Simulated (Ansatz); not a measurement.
The cell is MgO built on the rocksalt prototype; cell and atoms were relaxed with r2SCAN. The symmetry is Fm-3m (No. 225, cubic); a = 4.204 Å in the conventional setting, 9.29 Å³ an atom. Around Mg lie 6 O at 2.10 Å; around O lie 6 Mg at 2.10 Å.

```
CELL_PARAMETERS angstrom
0.00000 2.10217 2.10217
2.10217 0.00000 2.10217
2.10217 2.10217 0.00000
ATOMIC_POSITIONS crystal
Mg 0.00000 0.00000 0.00000
O 0.50000 0.50000 0.50000
```

3 runs of Ansatz 0.2.0 on this cell differ in the functional (and in the settings that go with it). Levels are in eV from each run's valence top; v1 is the last filled band, c1 the first empty one.

Run A, mean stress -0.3 GPa (compression positive):
```
point      v4     v3     v2     v1     c1     c2
    Γ  -18.84   0.00   0.00   0.00   6.54  17.82
    X  -17.21  -4.37  -1.47  -1.47  10.88  12.00
    U  -17.18  -3.74  -2.89  -1.25  11.98  13.93
    L  -17.44  -4.94  -0.72  -0.72   9.74  14.96
```

Run B, mean stress 0.0 GPa (compression positive):
```
point      v4     v3     v2     v1     c1     c2
    Γ  -18.23   0.00   0.00   0.00   5.68  16.86
    X  -16.72  -4.09  -1.37  -1.37  10.05  11.18
    U  -16.69  -3.50  -2.71  -1.17  11.10  13.04
    L  -16.93  -4.63  -0.68  -0.68   8.86  13.88
```

Run C, mean stress +5.6 GPa (compression positive):
```
point      v4     v3     v2     v1     c1     c2
    Γ  -17.28   0.00   0.00   0.00   4.80  15.85
    X  -15.73  -4.07  -1.35  -1.35   9.15  10.05
    U  -15.70  -3.49  -2.71  -1.14  10.14  11.85
    L  -15.95  -4.63  -0.66  -0.66   7.95  12.68
```

Problem. Match the runs to PBE, r2SCAN, HSE06.

Solution. A is HSE06, B is r2SCAN, C is PBE. In order of the gap: PBE 4.80, r2SCAN 5.68, HSE06 6.54 eV. The stress vanishes for r2SCAN, which relaxed the cell.

(Simulation; spin polarisation is off.)

The stress of a hybrid is loosely converged in these runs.

The meshes of the hybrids are coarse, so their gaps aren't converged to the digits shown.
